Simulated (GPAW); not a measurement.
ZrS2, 3 atoms in the cell. The structure is trigonal, space group P-3m1 (No. 164). Conventional cell: a = 3.691 Å, b = 3.691 Å, c = 6.041 Å, α = 90.00°, β = 90.00°, γ = 120.00°. Around Zr (site symmetry -3m) lie 6 S at 2.57 Å. Around S (site symmetry 3m) lie 3 Zr at 2.57 Å. The cell is a database's computed one.

- Program: GPAW 26.7.0
- Task: single point
- Functional: PBE
- Potentials or basis: GPAW PAW data sets (gpaw-data 1.2.1)
- Cutoff: 600 eV
- Basis: pw
- k mesh: 8 × 8 × 5
- Occupations: gaussian, width 0.024 eV
- Spin: no spin polarisation
- Maxiter: 150

Potentials or basis: GPAW PAW data sets (gpaw-data 1.2.1), pw.

Run with:

```sh
$ OMP_NUM_THREADS=1 python run.py
```

Hardware: 1 thread of Arm Neoverse V1 (shared host).

Problem. How long does it take, and how much memory?

Solution. Wall time 42 s on 1 thread of Arm Neoverse V1, with other jobs on the host, peak memory 0.2 GiB. Counts: scf iterations 10, plane waves 2430, bands 24, k points 40.
